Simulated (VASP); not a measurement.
TaS2:

```
CELL_PARAMETERS angstrom
3.35000 0.00000 0.00000
-1.67500 2.90119 0.00000
0.00000 0.00000 5.86000
ATOMIC_POSITIONS crystal
Ta 0.00000 0.00000 0.00000
S 0.66667 0.33333 0.75000
S 0.33333 0.66667 0.25000
```

| Quantity | Value |
| --- | --- |
| Program | VASP 6.6.1 |
| Task | relaxation of cell and atoms |
| Functional | BLYP |
| Dispersion | D4 |
| Potentials or basis | VASP PAW PBE potentials, release 64 (Ta_pv, S) |
| Cutoff | 600 eV |
| k mesh | 9 × 9 × 5 |
| Occupations | fermi-dirac, width 0.05 eV |
| Spin | no spin polarisation |

At the start: pressure 10.1 GPa; volume 18.98 Å³/atom.

Task: How do energy, volume and symmetry change on relaxing?

Result: Over 13 steps the energy falls by 49.8 meV/atom and the volume is 19.50 Å³/atom (+2.7 %); space group P-3m1 (No. 164, to 0.05 Å).

Step by step:
```csv
step,energy change (eV),largest force (eV/Å),pressure (GPa),volume (Å³)
1,0.0000,1.5392,10.12,56.95
2,0.3034,1.8612,-13.66,67.42
3,-0.1398,0.0775,-0.75,60.42
4,-0.1402,0.1313,-0.39,60.26
5,-0.1401,0.1558,-0.21,60.20
6,-0.1422,0.1337,-0.11,59.93
7,-0.1463,0.0646,0.16,59.15
8,-0.1438,0.0799,0.83,57.59
9,-0.1471,0.0239,0.39,58.64
10,-0.1485,0.0567,-0.28,58.72
11,-0.1486,0.0744,-0.42,58.74
12,-0.1493,0.0086,0.03,58.47
13,-0.1493,0.0056,-0.05,58.51
```

Final structure:
```yaml
crystal:
  lattice:
    - [3.40407, 0.00000, 0.00000]
    - [-1.70204, 2.94801, 0.00000]
    - [0.00000, 0.00000, 5.83084]
  atoms:
    - { symbol: Ta, position: [0.00000, 0.00000, 0.00000] }
    - { symbol: S, position: [0.66667, 0.33333, 0.73776] }
    - { symbol: S, position: [0.33333, 0.66667, 0.26224] }
```

Caveat: the PAW data sets were made with another functional, which shifts forces and pressure a little.
